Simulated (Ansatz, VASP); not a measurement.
# SiHCF (F-SiC-H chair, 1 layer) in two plane-wave programs, part 2 of 2

Wanted: the spread between two codes on one cell, functional and k mesh. Of the first pair: The structure shown is the start of the Ansatz relaxation below; VASP solves that cell, so the two are compared at the walk's first step.

VASP 6.6.1 and Ansatz 0.2.0.

So far: Set-up; Ansatz: relaxation, PBE; VASP: single point, PBE, start cell, pair 1.

**3. VASP: single point, PBE, start cell, pair 1 (continued)**

Level of this step: PBE; plane waves and PAW (H, C, Si, F) (VASP).

Numbers of over 12 decimals in the logs are rounded to 6 here.

From OUTCAR (step 3):

```text
ion  position               nearest neighbor table
   1  0.667  0.333  0.408-   2 1.07
   2  0.667  0.333  0.466-   1 1.07   3 1.89   3 1.89   3 1.89
   3  0.333  0.667  0.500-   4 1.68   2 1.89   2 1.89   2 1.89
   4  0.333  0.667  0.592-   3 1.68

  LATTYP: Found a hexagonal cell.
 ALAT       =     3.0855000000
 C/A-ratio  =     5.9547344029

 Subroutine GETGRP returns: Found  6 space group operations
 (whereof  6 operations were pure point group operations)

The static configuration has the point symmetry C_3v.

 Found     19 irreducible k-points:

   k-points           NKPTS =     19   k-points in BZ     NKDIM =     19   number of bands    NBANDS=     14

   dimension x,y,z NGX =    24 NGY =   24 NGZ =  140
   dimension x,y,z NGXF=    48 NGYF=   48 NGZF=  280

   ENCUT  =  520.0 eV  38.22 Ry    6.18 a.u.   5.74  5.74 34.16*2*pi/ulx,y,z

   NELECT =      16.0000    total number of electrons

 k-points in reciprocal lattice and weights: Automatic mesh
   0.00000000  0.00000000  0.00000000       0.007
   0.08333333 -0.00000000  0.00000000       0.042
   0.16666667  0.00000000  0.00000000       0.042
   0.25000000 -0.00000000  0.00000000       0.042
   0.33333333  0.00000000  0.00000000       0.042
   0.41666667 -0.00000000  0.00000000       0.042
   0.50000000 -0.00000000  0.00000000       0.021
   0.08333333  0.08333333  0.00000000       0.042
   0.16666667  0.08333333  0.00000000       0.083
[...]
0.33333333  0.25000000  0.00000000       0.083
   0.33333333  0.33333333  0.00000000       0.014

 dipolmoment           0.000000      0.000000      0.222642 electrons x Angstroem

 average (electrostatic) potential at core
       1 -41.6266       2 -56.7269       3 -92.4750       4 -82.3673

 E-fermi :  -2.3519

 k-point     1 :       0.0000    0.0000    0.0000
  band No.  band energies     occupation
    ...
      4      -7.9719      2.00000
      5      -6.5224      2.00000
      6      -6.5224      2.00000
      7      -4.0008      2.00000
      8      -4.0008      2.00000
      9      -0.7030      0.00000
     10       0.8128      0.00000
     11       1.4284      0.00000
     12       2.5016      0.00000
     13       3.5454      0.00000
    ...

 k-point     2 :       0.0833   -0.0000    0.0000
  band No.  band energies     occupation
    ...
      4      -7.9846      2.00000
      5      -6.6176      2.00000
      6      -6.5514      2.00000
      7      -4.5391      2.00000
      8      -4.1335      2.00000
      9      -0.5629      0.00000
     10       0.9560      0.00000
     11       1.6528      0.00000
     12       2.7455      0.00000
     13       3.6598      0.00000
    ...

 k-point     3 :       0.1667    0.0000    0.0000
  band No.  band energies     occupation
    ...
      4      -8.0473      2.00000
      5      -6.9076      2.00000
      6      -6.6328      2.00000
      7      -5.6655      2.00000
      8      -4.4554      2.00000
      9      -0.1530      0.00000
     10       1.3487      0.00000
     11       1.8338      0.00000
     12       3.0168      0.00000
     13       3.7640      0.00000
    ...

  Total        0.7409452      0.7409450     -3.2599666      0.0000000     -0.0000000     -0.0000000
  in kB        7.8365891      7.8365868    -34.4789564      0.0000000     -0.0000000     -0.0000000
  external PRESSURE =      -6.2685935 kB  Pullay stress =       0.0000000 kB

  energy-cutoff  :      520.00
  volume of cell :      151.48
      direct lattice vectors                 reciprocal lattice vectors
     3.085500000  0.000000000  0.000000000     0.324096581  0.187117275  0.000000000
    -1.542750000  2.672121000  0.000000000     0.000000000  0.374234550  0.000000000
     0.000000000  0.000000000 18.373333000     0.000000000  0.000000000  0.054426706

 POSITION                                       TOTAL-FORCE (eV/Angst)
 -----------------------------------------------------------------------------------
      1.54275      0.89071      7.50000        -0.000000      0.000000     -1.118739
      1.54275      0.89071      8.57000         0.000000     -0.000000      2.101577
      0.00000      1.78141      9.19333        -0.000000     -0.000000      1.284852
      0.00000      1.78141     10.87333        -0.000000     -0.000000     -2.267690
 -----------------------------------------------------------------------------------
    total drift:                               -0.000001      0.000008     -0.001415

  FREE ENERGIE OF THE ION-ELECTRON SYSTEM (eV)
  ---------------------------------------------------
  free  energy   TOTEN  =       -24.0001722418 eV

  energy  without entropy=      -24.0001722418  energy(sigma->0) =      -24.00017224

 vacuum level on the upper side and lower side of the slab         4.965         0.079

 total charge
# of ion       s       p       d       tot
------------------------------------------
    1        0.643   0.054   0.000   0.696
    2        0.840   1.754   0.000   2.594
    3        0.698   0.921   0.000   1.619
    4        1.747   4.339   0.000   6.086
--------------------------------------------------
tot          3.927   7.068   0.000  10.995

[... 3 further parts left out ...]
```

**4. Differences**

Known differences besides the potentials themselves: the cutoff is 420 eV in Ansatz and 520 eV in VASP. Total energies have different zeros and are not compared.

Forces (eV/Å; atoms numbered as in POSCAR):

```csv
atom,"Ansatz x, y, z","VASP x, y, z"
H1,"0.000, 0.000, -1.093","0.000, 0.000, -1.119"
C2,"0.000, 0.000, 2.080","0.000, 0.000, 2.102"
Si3,"0.000, 0.000, 1.431","0.000, 0.000, 1.285"
F4,"0.000, 0.000, -2.419","0.000, 0.000, -2.268"
```

The forces differ by 62 meV/Å r.m.s., which is 6.0 % of the r.m.s. force of 1.019 eV/Å (both taken over all components). Where the cell holds vacuum, a pressure given here is an average over it and none of the material.

**5. Ansatz: relaxation, PBE**

This run makes the geometry at which the two programs are then compared.

The structure compared here is the end of the Ansatz relaxation.

This is the run of step 2 again, met here at its other cell.

**6. VASP: single point, PBE, cell relaxed in part, pair 2**

The same cell, functional, mesh and smearing now go to VASP, with its own data sets.

The input, INCAR:

```
SYSTEM = SiHCF
PREC = Accurate
ENCUT = 600
EDIFF = 1E-06
NELM = 120
ISMEAR = -1
SIGMA = 0.05
LREAL = .FALSE.
ALGO = Normal
GGA = PE
NBANDS = 14
LORBIT = 11
LWAVE = .FALSE.
LCHARG = .FALSE.
ISIF = 2
LDIPOL = .TRUE.
IDIPOL = 3
DIPOL = 0.5 0.5 0.491
LVHAR = .TRUE.
LASPH = .TRUE.
GGA_COMPAT = .FALSE.
EFERMI = MIDGAP
NELMDL = -8
```

The input, POSCAR:

```
SiHCF
1.0
    3.1295309459      0.0000000000      0.0000000000
   -1.5647654729      2.7102533011      0.0000000000
    0.0000000000      0.0000000000     18.3733333333
H C Si F
1 1 1 1
Direct
    0.6666666667      0.3333333333      0.4095363223
    0.6666666667      0.3333333333      0.4698035748
    0.3333333334      0.6666666666      0.5002494911
    0.3333333334      0.6666666666      0.5872103214
```

The input, KPOINTS:

```
Automatic mesh
0
Gamma
12 12 1
0 0 0
```

Potentials, in the order of the species: H, C, Si and F (PBE family, release 64).

On the command line:

```sh
mpirun -np 1 vasp_std
```

What it wrote:

```text
[... set-up lines as in an earlier step ...]
 entering main loop
       N       E                     dE             d eps       ncg     rms          rms(c)
DAV:   1     0.134418043080E+03    0.13442E+03   -0.64624E+03   532   0.960E+02
DAV:   2    -0.113756163937E+02   -0.14579E+03   -0.13099E+03   886   0.208E+02
DAV:   3    -0.267900341522E+02   -0.15414E+02   -0.15282E+02   718   0.813E+01
DAV:   4    -0.271096182836E+02   -0.31958E+00   -0.31903E+00   700   0.131E+01
[...]
DAV:  24    -0.241599232965E+02   -0.20816E-05   -0.68441E-08   500   0.269E-03    0.101E-03
DAV:  25    -0.241599264645E+02   -0.31680E-05   -0.26491E-07   392   0.572E-03    0.934E-04
DAV:  26    -0.241599268919E+02   -0.42733E-06   -0.57198E-08   500   0.269E-03
   1 F= -.24159927E+02 E0= -.24159927E+02  d E =-.378157E-16
```

From OUTCAR (step 6):

```text
  Total       -0.0903422     -0.0903422      0.3175727     -0.0000000      0.0000000     -0.0000000
  in kB       -0.9288038     -0.9288038      3.2649512     -0.0000000      0.0000000     -0.0000000
  external PRESSURE =       0.4691146 kB  Pullay stress =       0.0000000 kB

 POSITION                                       TOTAL-FORCE (eV/Angst)
 -----------------------------------------------------------------------------------
      1.56477      0.90342      7.52455        -0.000000      0.000000     -0.023792
      1.56477      0.90342      8.63186        -0.000000      0.000000      0.006131
      0.00000      1.80684      9.19125        -0.000000      0.000000     -0.200906
      0.00000      1.80684     10.78901         0.000000     -0.000000      0.218567
 -----------------------------------------------------------------------------------
    total drift:                               -0.000001      0.000001      0.000751

  FREE ENERGIE OF THE ION-ELECTRON SYSTEM (eV)
  ---------------------------------------------------
  free  energy   TOTEN  =       -24.1599268919 eV

  energy  without entropy=      -24.1599268919  energy(sigma->0) =      -24.15992689

[... 1 part as in an earlier step ...]

[... 2 further parts left out ...]
[key lines of the parts left out:]
E-fermi :  -2.3336
```

**7. Comparison**

What differs besides the data sets and the points named for the pairs above, as far as they apply: the cutoff is 420 eV in Ansatz and 600 eV in VASP; Ansatz's pressure holds a Pulay correction, VASP's none. Total energies have different zeros and are not compared.

Compared:

```csv
quantity,Ansatz,VASP,difference
pressure (GPa),0.01,0.05,-0.04
gap on the k mesh (eV),3.536,3.539,-0.002
```

Forces (eV/Å; atoms numbered as in POSCAR):

```csv
atom,"Ansatz x, y, z","VASP x, y, z"
H1,"0.000, 0.000, 0.001","0.000, 0.000, -0.024"
C2,"0.000, 0.000, -0.007","0.000, 0.000, 0.006"
Si3,"0.000, 0.000, 0.008","0.000, 0.000, -0.201"
F4,"0.000, 0.000, -0.003","0.000, 0.000, 0.219"
```

The forces differ by 88 meV/Å r.m.s., where the r.m.s. force is 0.003 eV/Å in Ansatz and 0.086 eV/Å in VASP: the atoms lie near their places of rest in Ansatz, so a percentage would say little (all taken over all components). A gap on the mesh is an upper bound, since the band edges may lie between its points. Where the cell holds vacuum, a pressure given here is an average over it and none of the material.

**8. What came out**

| Quantity | Value |
| --- | --- |
| r.m.s. force difference (single point, PBE, start cell, pair 1) | 6.0 % of the r.m.s. force |
| r.m.s. force difference (single point, PBE, cell relaxed in part, pair 2) | 88 meV/Å |

What this shows: The r.m.s. force difference is 88 meV/Å (single point, PBE, cell relaxed in part, pair 2), beyond the 12 meV/Å picked in this series as the mark of a large difference. What causes the difference of the single point, PBE, start cell, pair 1 pair stays open here. What causes the difference of the single point, PBE, cell relaxed in part, pair 2 pair stays open here. Such differences can come from data sets, numerical settings and the points named under the comparisons, not from the functional's error against experiment.

[Lines on the potential files, build, host, timing and source positions are cut from VASP's logs without a mark.]

[Logs are printed without paths, hosts, clocks, repeated set-up lines and the standing remarks that a program may print on its own settings, such as how far it seeks lower states.]

[Hosts, paths, dates, database ids (printed as entryN), source tags and the programs' standing remarks are cut or masked in the printed files.]
